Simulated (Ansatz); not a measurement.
**Ru: other elements on the same sites**

The task here is to estimate one member of a computed series from the others.

Method: DFT r2SCAN, scalar-relativistic, plane waves, PAW, in Ansatz 0.2.0.

1 further run of the same task is left out (set aside as unsound or not needed).

## The starting structure

Symmetry: P6_3/mmc, No. 194, hexagonal system. Conventional cell: a = 2.702 Å, b = 2.702 Å, c = 4.266 Å, α = 90.00°, β = 90.00°, γ = 120.00°. Ru (site symmetry -6m2) has 12 Ru at 2.64 to 2.70 Å as nearest neighbours.

Coordinates:

```cif
data_structure
_symmetry_space_group_name_H-M 'P6_3/mmc'
_symmetry_Int_Tables_number 194
_cell_length_a 2.7025
_cell_length_b 2.7025
_cell_length_c 4.2658
_cell_angle_alpha 90.000
_cell_angle_beta 90.000
_cell_angle_gamma 120.000
_cell_volume 26.98
loop_
_atom_site_label
_atom_site_type_symbol
_atom_site_symmetry_multiplicity
_atom_site_Wyckoff_symbol
_atom_site_fract_x
_atom_site_fract_y
_atom_site_fract_z
_atom_site_occupancy
Ru1 Ru 2 c 0.33333 0.66667 0.25000 1
```

It goes back to an entry of the Materials Project.

It is the result of an earlier relaxation at this level (volume 13.49 Å³/atom; gap on the mesh: none (metal)).

The first run:

Input file input.yaml:

```yaml
crystal:
  lattice:
    - [2.3684136645, 0.0, 0.0]
    - [-1.1842068322, 2.0511064001, 0.0]
    - [0.0, 0.0, 3.7385395135]
  atoms:
    - { symbol: Ge, position: [0.3333333333, 0.6666666667, 0.25] }
    - { symbol: Ge, position: [0.6666666667, 0.3333333333, 0.75] }
basis:
  ecutwfc: 500
kpoints:
  mp_grid: { grid: [12, 12, 6] }
hamiltonian:
  xc: r2scan
scf:
  occupations: { method: gaussian, width: 0.1 }
output:
  forces: true
  stress: true
  eigenvalues: true
```

Command:

```
$ ansatz run input.yaml --threads 1 --pin off --max-ram 2560MiB --backend cpu --events-out ev --progress --plain --runs-dir out
```

Steps of the session up to this table: Quick check of gap, pressure and forces (Ge); A loose first relaxation (Ge); Full relaxation (Ge); Probe: one point at the start (Ir); Rough relaxation on the coarse mesh (Ir); The relaxation (Ir).

One of the session's tables, all rows but one given; the rest of the session is left out.

Lengths are those of the vectors of the cell that was run:

```
   swap  volume (Å³/atom)  a (Å)  b (Å)  c (Å)
   none             13.49  2.702  2.702  4.266
Ru → Si                 ?      ?      ?      ?
Ru → Rh             13.76  2.704  2.704  4.348
Ru → Sn             26.96  3.375  3.375  5.466
Ru → Pb             31.03  3.497  3.497  5.860
Ru → Ge             18.74  3.009  3.009  4.779
Ru → Ir             14.26  2.729  2.729  4.422
```

Estimate the missing values for Ru → Si.

As computed: volume (Å³/atom): 13.73; a (Å): 2.640; b (Å): 2.640; c (Å): 4.552. In the column «volume (Å³/atom)» it lies between none (13.49) and Ru → Rh (13.76).

Lengths are those of the computed cell. Rows of earlier swaps come from the sessions before.
